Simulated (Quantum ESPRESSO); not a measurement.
**TaN under changes of volume**

One of the cells (11.284 Å³/atom); the others are scaled copies at fixed shape and fractional positions:

```
CELL_PARAMETERS angstrom
5.18500 0.00000 0.00000
-2.59250 4.49034 0.00000
0.00000 0.00000 2.90800
ATOMIC_POSITIONS crystal
Ta 0.00000 0.00000 0.00000
Ta 0.33333 0.66667 0.50000
Ta 0.66667 0.33333 0.50000
N 0.50000 0.00000 0.00000
N 0.50000 0.50000 0.00000
N 0.00000 0.50000 0.00000
```

* Program: Quantum ESPRESSO 7.5
* Functional: PBE
* Potentials or basis: SSSP 1.3 efficiency PBE
* Cutoff: 816 eV
* Density cutoff: 6531 eV
* k mesh: 6 × 6 × 9
* Occupations: fermi-dirac, width 0.05 eV
* Spin: no spin polarisation

```csv
volume (Å³/atom),energy over the lowest point (meV/atom),pressure (GPa)
10.607,102.91,34.3
10.833,60.63,25.4
11.059,30.31,17.3
11.284,?,?
11.510,1.01,3.5
11.736,0.00,-2.4
11.961,6.90,-7.7
```

Task: What does the run at 11.284 Å³/atom give?

Result: Energy over the lowest point 10.79 meV/atom; pressure 10.1 GPa.

Worked out: A Birch-Murnaghan fit of order 3 (a polynomial in V^(-2/3)) to the other rows has its minimum at 11.65 Å³/atom with B0 = V·E''(V) = 302 GPa and B' = 4.2 at fixed shape and positions, which overstates the stiffness. It gives 10.84 meV/atom at 11.284 Å³/atom, against the run's 10.79, and -dE/dV = 10.3 GPa, against 10.1.

Energies are extrapolated to zero smearing.
